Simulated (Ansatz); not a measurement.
Theory: DFT PBE, scalar-relativistic, plane waves, PAW (Ansatz 0.2.0). Settings: cutoff 420 eV, Γ-centred meshes spaced at most about 0.3 Å⁻¹ (2π included), Gaussian smearing. No spin polarisation.

Temperature and zero-point effects are left out.

Two relaxed structures of PbSe:

A.

```
CELL_PARAMETERS angstrom
4.26722 0.00000 0.00000
-2.13361 3.69552 0.00000
0.00000 0.00000 7.92769
ATOMIC_POSITIONS crystal
Pb 0.66667 0.33333 0.22786
Pb 0.33333 0.66667 0.72786
Se 0.00000 0.00000 0.52199
Se 0.00000 0.00000 0.02199
```

B.

```
CELL_PARAMETERS angstrom
0.00000 3.10918 3.10918
3.10918 0.00000 3.10918
3.10918 3.10918 0.00000
ATOMIC_POSITIONS crystal
Pb 0.00000 0.00000 0.00000
Se 0.50000 0.50000 0.50000
```

Question: Which form is favoured at zero pressure, and by what margin per atom?

Answer: B is lower, by 77 meV/atom. A has space group P6_3mc (No. 186), 31.3 Å³/atom and a gap of 0.72 eV on its mesh; B has the rock salt type, space group Fm-3m (No. 225), 30.1 Å³/atom and a gap of 0.43 eV. Counting Se atoms around Pb (those within 1.25 times the shortest such distance or 1.15 times the sum of covalent radii; a plus sign parts nearer from farther groups), A has Pb 3+3 and B has Pb 6. The denser one is the lower, and pressure would at first widen the difference. In A, Pb is surrounded by 3 Se at 2.96 Å and 3 Se at 3.39 Å; Se has 3 Pb at 2.96 Å and 3 Pb at 3.39 Å. In B, Pb has 6 Se at 3.11 Å; around Se lie 6 Pb at 3.11 Å. Origin: A, invented; B, reached from a cell as deposited in COD, among other starts. Checks on A: phonons real on a 2×2×1 q mesh, imaginary between its points (to 6i cm⁻¹, which can come from the interpolation). Checks on B: no imaginary mode at Γ (other wave vectors untested).

These runs have no spin–orbit coupling, which can matter for Pb. Kohn–Sham gaps at this level usually fall short of measured ones. The missing spin–orbit coupling can work the other way here. Cells relaxed within their symmetry can be saddle points.

Rock salt comes out as the favoured form of PbSe, in line with experiment. In A the coordinates place Pb in a trigonal prism of Se, shifted towards one triangular face, so that three bonds shorten and three become weak contacts. Such a shift lets Pb 6p mix into the antibonding Pb 6s–Se 4p states, the usual origin of a stereochemically active lone pair. With selenium this gain is modest, because Se 4p lies well above Pb 6s. It probably can't make up for the loss of six equal, largely ionic and p-bonded contacts, or for the closer Se–Se approach across the eclipsed prism.

The same mixing may contribute to the wider gap of A, though the change in stacking can't be separated from it. The 0.43 eV gap of B lies above the measured one, most likely because the Pb 6p-derived conduction edge lacks its spin–orbit lowering. The comparison doesn't settle which structure succeeds rock salt under compression, since the orthorhombic candidates are absent.
